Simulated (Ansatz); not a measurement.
Wanted: the native input for an Ansatz 0.2.0 run.

| Quantity | Value |
| --- | --- |
| Task | single point |
| Functional | PBE |
| Potentials or basis | JTH PAW |
| Cutoff | 1320 eV (not typed: the program's choice for these potentials) |
| k mesh | 6 × 6 × 9 |
| Occupations | fermi-dirac, width 0.05 eV |
| Spin | no spin polarisation |

Crystal: TaN.

```
CELL_PARAMETERS angstrom
5.19100 0.00000 0.00000
-2.59550 4.49554 0.00000
0.00000 0.00000 2.90800
ATOMIC_POSITIONS crystal
Ta 0.66667 0.33333 0.50000
Ta 0.33333 0.66667 0.50000
Ta 0.00000 0.00000 0.00000
N 0.00000 0.50000 0.00000
N 0.50000 0.50000 0.00000
N 0.50000 0.00000 0.00000
```

The input as run:

input.yaml

```yaml
crystal:
  lattice:
    - [5.191, 0.0, 0.0]
    - [-2.5955, 4.495537871, 0.0]
    - [0.0, 0.0, 2.908]
  atoms:
    - { symbol: Ta, position: [0.6666666667, 0.3333333333, 0.5] }
    - { symbol: Ta, position: [0.3333333333, 0.6666666667, 0.5] }
    - { symbol: Ta, position: [0.0, 0.0, 0.0] }
    - { symbol: "N", position: [0.0, 0.5, 0.0] }
    - { symbol: "N", position: [0.5, 0.5, 0.0] }
    - { symbol: "N", position: [0.5, 0.0, 0.0] }
hamiltonian:
  xc: pbe
  pseudopotentials: { kind: paw, source: jth }
kpoints:
  mp_grid: { grid: [6, 6, 9] }
scf:
  occupations: { method: fermi_dirac, width: 0.05 }
output:
  forces: true
  stress: true
  eigenvalues: true
```

Potentials or basis: JTH PAW.

Launch:

```sh
$ ansatz run input.yaml --threads 2 --pin off --max-ram 5632MiB --backend cpu --events-out ev --progress --plain --runs-dir out
```

Results of the run:

```yaml
Pressure: 9.9 GPa
Band_gap_on_the_k_mesh: none (metal or under the smearing width)
```

It took 11 s on 2 threads of Arm Neoverse V1, with other jobs on the host, peak memory 0.69 GiB.
